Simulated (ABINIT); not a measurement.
Runs of ABINIT 10.8.3 (patched build) on TePb. It takes space group Fm-3m (No. 225, cubic). Conventional cell: a = 6.462 Å, b = 6.462 Å, c = 6.462 Å, α = 90.00°, β = 90.00°, γ = 90.00°. Around Pb (site symmetry m-3m) lie 6 Te at 3.23 Å. Te (site symmetry m-3m) has 6 Pb at 3.23 Å as nearest neighbours. 

```csv
task,level,potentials or basis,cutoff (eV),fine-grid cutoff,pressure (GPa),V0 of scaled cells (Å³/atom),B0 (GPa)
equation of state,PBE+D3,JTH PAW PBE v2.0,599,1197.3 eV,-,34.56,39
band structure,PBE,SPMS NC PBE v1.0,871,-,(b),-,-
equation of state,revPBE+D3,JTH PAW PBE v2.0,599,1197.3 eV,-,(a),36
band structure,LDA-VWN,JTH PAW LDA v2.0 sp,408,816.342 eV,-1.7,-,-
```

Alike in all rows: no spin polarisation; cell as given; k mesh 7 × 7 × 7; smearing fermi-dirac 0.05 eV.

Question: Fill in the values left out.

Answer: (a) 34.92; (b) 2.1.

Caveats: pressures at fixed basis lie under the slope of the energies (some runs); the PAW data sets were made with another functional, which shifts forces and pressure a little (some runs); this set keeps more shells in the core, which shifts pressures and gaps (some runs).

The runs don't all hold the same shells in valence.
